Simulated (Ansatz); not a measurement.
Set up this calculation in Ansatz 0.2.0, as the native input.

| Property | Result |
| --- | --- |
| Task | band structure |
| Functional | BLYP |
| Potentials or basis | Ansatz PAW |
| Cutoff | 420 eV (not typed: the program's choice for these potentials) |
| k mesh | 9 × 9 × 9 |
| Occupations | fermi-dirac, width 0.05 eV |
| Spin | collinear spin, ferromagnetic start |
| Starting moments | [1.0, 0.0, 0.0] μB |
| Path | [["G", "X", "W", "K", "G", "L", "U", "W", "L", "K"], ["U", "X"]] |
| Points for each segment of the path | 14 |

Si2Ni:

```
CELL_PARAMETERS angstrom
0.00000 2.70300 2.70300
2.70300 0.00000 2.70300
2.70300 2.70300 0.00000
ATOMIC_POSITIONS crystal
Ni 0.00000 0.00000 0.00000
Si 0.75000 0.75000 0.75000
Si 0.25000 0.25000 0.25000
```

The input as run:

input.yaml

```yaml
crystal:
  lattice:
    - [0.0, 2.703, 2.703]
    - [2.703, 0.0, 2.703]
    - [2.703, 2.703, 0.0]
  atoms:
    - { symbol: Ni, position: [0.0, 0.0, 0.0], spin: 1.0 }
    - { symbol: Si, position: [0.75, 0.75, 0.75] }
    - { symbol: Si, position: [0.25, 0.25, 0.25] }
hamiltonian:
  xc: blyp
  pseudopotentials: { kind: paw }
magnetization:
  spin_polarized: true
kpoints:
  mp_grid: { grid: [9, 9, 9] }
  band_path:
    path:
      - [[0.0, 0.0, 0.0], [0.5, 0.0, 0.5], [0.5, 0.25, 0.75], [0.375, 0.375, 0.75], [0.0, 0.0, 0.0], [0.5, 0.5, 0.5], [0.625, 0.25, 0.625], [0.5, 0.25, 0.75], [0.5, 0.5, 0.5], [0.375, 0.375, 0.75]]
      - [[0.625, 0.25, 0.625], [0.5, 0.0, 0.5]]
    npoints: 14
scf:
  occupations: { method: fermi_dirac, width: 0.05 }
  n_extra_bands: 7
output:
  forces: true
  stress: true
  eigenvalues: true
  fatbands: true
  write_density: true
  write_potential: true
  elf: true
  volumetric_format: npy
```

Potentials or basis: Ansatz PAW.

Run with:

```sh
$ ansatz run input.yaml --threads 2 --pin off --max-ram 5632MiB --backend cpu --events-out ev --progress --plain --runs-dir out
```

It gave:

| Property | Result |
| --- | --- |
| Pressure | 11.1 GPa |
| Band gap on the k mesh | none (metal or under the smearing width) |
| Net moment | 0.00 μB per cell |
| Absolute moment | 0.00 μB per cell |

Caveat: the PAW data sets come from PBE, with cores solved anew for the run's functional, which leaves a small shift of forces and pressure; the starting moments weren't kept.

Wall time 2.4 s on 2 threads of AMD EPYC 9R45 96-Core Processor (Zen 5) (shared host), peak memory 0.42 GiB.
